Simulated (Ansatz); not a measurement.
## SnO2: a vibration from a frozen displacement

Computed with Ansatz, DFT PBE+D3(BJ), scalar-relativistic, plane waves, PAW. Cutoff 420 eV, Γ-centred 12×12×4 k-points, Gaussian smearing of 0.05 eV. No spin polarisation. Energies are free energies at this smearing, counted from the undisturbed cell; pressure is positive in compression.

The starting cell (relaxed at this level; this form isn't the usual structure):

```yaml
crystal:
  lattice:
    - [3.21157, 0.00000, 0.00000]
    - [-1.60579, 2.78130, 0.00000]
    - [0.00000, 0.00000, 10.34276]
  atoms:
    - { symbol: Sn, position: [0.00000, 0.00000, 0.50000] }
    - { symbol: Sn, position: [0.00000, 0.00000, 0.00000] }
    - { symbol: O, position: [0.66667, 0.33333, 0.40187] }
    - { symbol: O, position: [0.66667, 0.33333, 0.09813] }
    - { symbol: O, position: [0.33333, 0.66667, 0.59813] }
    - { symbol: O, position: [0.33333, 0.66667, 0.90187] }
```

Every O atom is moved by x along the Cartesian unit vector (0.000, -0.674, 0.738); the cell and all other atoms stay fixed. The cell's volume is 92.39 Å³; the moved atoms weigh 63.996 u together and the others 237.420 u. Some rows repeat others by symmetry and weren't run.

| x (Å) | ΔE (meV/cell) | total force on the moved atoms along the move (eV/Å) | pressure (GPa) |
| --- | --- | --- | --- |
| -0.5000 | 5408.07 | 25.7031 | 20.4076 |
| -0.4375 | 3961.01 | 20.7429 | 15.0858 |
| -0.3750 | 2799.45 | 16.5402 | 10.7376 |
| -0.3125 | 1880.85 | 12.9447 | 7.2511 |
| -0.2500 | 1171.44 | 9.8260 | 4.5307 |
| -0.1875 | 645.08 | 7.0694 | 2.4969 |
| -0.1250 | 282.37 | 4.5730 | 1.0869 |
| -0.0625 | 69.95 | 2.2451 | 0.2582 |
| 0.0000 | 0.00 | 0.0000 | -0.0153 |
| 0.0625 | 69.95 | -2.2451 | 0.2582 |
| 0.1250 | 282.37 | -4.5730 | 1.0869 |
| 0.1875 | 645.08 | -7.0694 | 2.4969 |
| 0.2500 | 1171.44 | -9.8260 | 4.5307 |
| 0.3125 | 1880.85 | -12.9447 | 7.2511 |
| 0.3750 | 2799.45 | -16.5402 | 10.7376 |
| 0.4375 | 3961.01 | -20.7429 | 15.0858 |
| 0.5000 | 5408.07 | -25.7031 | 20.4076 |

Q: What frequency belongs to this motion?

A: The force constant is k = −dF/dx = 35.921 eV/Å², from the parabola through x = -0.0625, 0 and 0.0625. In every cell the moved atoms swing against the rest, so the mass is μ = m₁m₂/(m₁ + m₂) = 50.409 u, and ν̃ = 521.5 cm⁻¹ × √(|k|/μ) = 440 cm⁻¹. The pattern needn't be a normal mode: ν̃² is then a weighted mean of the squared nonzero frequencies at the zone centre of this cell, taken without macroscopic field, so it lies between the lowest and the highest of them.

Q: How far does the harmonic law reach?

A: At x = -0.500 Å, kx²/2 = 4490.13 meV against the computed 5408.07 meV (+20.4 %): the well stiffens in this direction at large amplitude.

Q: The pressure changes with x². What does that say about the frequency under compression?

A: With E = k(V)x²/2, k ∝ V^(−2γ) and x scaling with the cell as V^(1/3), P − P0 = −∂E/∂V = (2γ − 2/3) ΔE/V. At x = 0.1250 Å, V(P − P0) = 92.39 × 1.10225 / 160.2 eV = 635.58 meV and ΔE = 282.37 meV, so γ = 1/3 + V(P − P0)/(2ΔE) = 1.46. This is the Grüneisen parameter of the motion under uniform scaling of the cell: shrinking the cell evenly by 1 % in volume raises the frequency by about 1.46 %.

Cost: 9 runs of about 6.6 core-minutes in all, on Arm Neoverse V1 (shared hosts).

The 440 cm⁻¹ mainly measures the stiffness of the Sn–O bonds within the layers. All O atoms shift together, so O–O distances, including those across the gap between layers, stay unchanged while the Sn–O bonds stretch, shorten and bend. Inversion symmetry removes the cubic term from the energy. The stiffening at large amplitude probably reflects short-range repulsion, which rises faster in the shortened bonds than the restoring force weakens in the stretched ones.

The motion is polar, but its tilted direction mixes in-plane and axial vibrations, which belong to different symmetry species. The single frequency therefore can't be assigned to one infrared band, nor does it show how far the two components lie apart.

The positive Grüneisen parameter fits bonds that stiffen as they shorten. Under hydrostatic pressure, a layered crystal would be expected to close its soft interlayer gap first, so the frequency would probably rise less for the same loss of volume than uniform scaling suggests.
